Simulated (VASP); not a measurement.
Wanted: the native input for a VASP 6.6.1 run.

```
Task                   : single point
Functional             : r2SCAN
Potentials or basis    : VASP PAW PBE potentials, release 64 (C)
Cutoff                 : 520 eV
k mesh                 : 14 × 14 × 14
Occupations            : gaussian, width 0.02 eV
Spin                   : no spin polarisation
Further INCAR settings : ALGO = Normal; EDIFF = 1e-07; NBANDS = 11
```

The structure of C lies in POSCAR:

```
C                                       
1.0
    0.0000000000      1.7992139846      1.7992139846
    1.7992139846      0.0000000000      1.7992139846
    1.7992139846      1.7992139846      0.0000000000
  C             
     2
Direct
     0.0000000000000000    0.0000000000000000    0.0000000000000000
     0.2500000000000000    0.2500000000000000    0.2500000000000000
```

This isn't the form of C at room conditions, which is graphite.

The cell isn't the ideal one: a relaxed cell with its volume scaled by 1.03.

One way to write it, as run:

INCAR

```
ALGO = Normal
EDIFF = 1E-7
ENCUT = 520
ISIF = 2
ISMEAR = 0
LASPH = True
LCHARG = False
LMIXTAU = True
LREAL = False
LWAVE = False
METAGGA = R2SCAN
NBANDS = 11
NELM = 60
PREC = Accurate
SIGMA = 0.02
```

KPOINTS

```
k-points
0
Gamma
  14 14 14
```

Potentials or basis: VASP PAW PBE potentials, release 64 (C).

Command:

```bash
$ cat potpaw_PBE.64/C/POTCAR > POTCAR
$ mpirun -np 1 vasp_std > vasp.out
```

Results of the run:

* Pressure: -12.6 GPa
* Band gap on the k mesh: 4.26 eV, indirect (least direct gap 5.76 eV)

Caveat: the PAW data sets were made with another functional, which shifts forces and pressure a little.

It took 32 s on 1 thread of Intel(R) Xeon(R) 6975P-C (Granite Rapids), with other jobs on the host, peak memory 0.12 GiB.
